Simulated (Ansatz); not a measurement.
Wanted: the native input for an Ansatz 0.2.0 run.

```yaml
Task: band structure
Functional: PBE
Potentials_or_basis: Ansatz PAW
Cutoff: "420 eV (not typed: the program's choice for these potentials)"
k_mesh: 5 × 5 × 5
Occupations: fermi-dirac, width 0.05 eV
Spin: spin-orbit coupling, no magnetisation
Path: "[[\"G\", \"X\", \"M\", \"G\", \"R\", \"X\"], [\"M\", \"R\"]]"
Points_for_each_segment_of_the_path: 14
```

The system is PbS.

```
CELL_PARAMETERS angstrom
3.65366 0.00000 0.00000
0.00000 3.65366 0.00000
0.00000 0.00000 3.65366
ATOMIC_POSITIONS crystal
Pb 0.00000 0.00000 0.00000
S 0.50000 0.50000 0.50000
```

Measurements of this composition are mostly on another form, of space group No. 225.

The input as run:

input.yaml

```yaml
crystal:
  lattice:
    - [3.653659, 0.0, 0.0]
    - [0.0, 3.653659, 0.0]
    - [0.0, 0.0, 3.653659]
  atoms:
    - { symbol: Pb, position: [0.0, 0.0, 0.0] }
    - { symbol: S, position: [0.5, 0.5, 0.5] }
hamiltonian:
  xc: pbe
  pseudopotentials: { kind: paw_fr }
magnetization:
  noncollinear: true
  spin_orbit: true
kpoints:
  mp_grid: { grid: [5, 5, 5] }
  band_path:
    path:
      - [[0.0, 0.0, 0.0], [0.0, 0.5, 0.0], [0.5, 0.5, 0.0], [0.0, 0.0, 0.0], [0.5, 0.5, 0.5], [0.0, 0.5, 0.0]]
      - [[0.5, 0.5, 0.0], [0.5, 0.5, 0.5]]
    npoints: 14
scf:
  occupations: { method: fermi_dirac, width: 0.05 }
  n_extra_bands: 6
output:
  forces: true
  stress: true
  eigenvalues: true
  fatbands: false
```

Potentials or basis: Ansatz PAW.

The run is started by

```console
$ ansatz run input.yaml --threads 2 --pin off --max-ram 5632MiB --backend cpu --events-out ev --progress --plain --runs-dir out
```

Results of the run:

```yaml
Pressure: -0.8 GPa
Band_gap_on_the_k_mesh: none (metal or under the smearing width)
```

Wall time 3 s on 2 threads of Intel(R) Xeon(R) 6975P-C (Granite Rapids), on a shared host, peak memory 0.47 GiB.
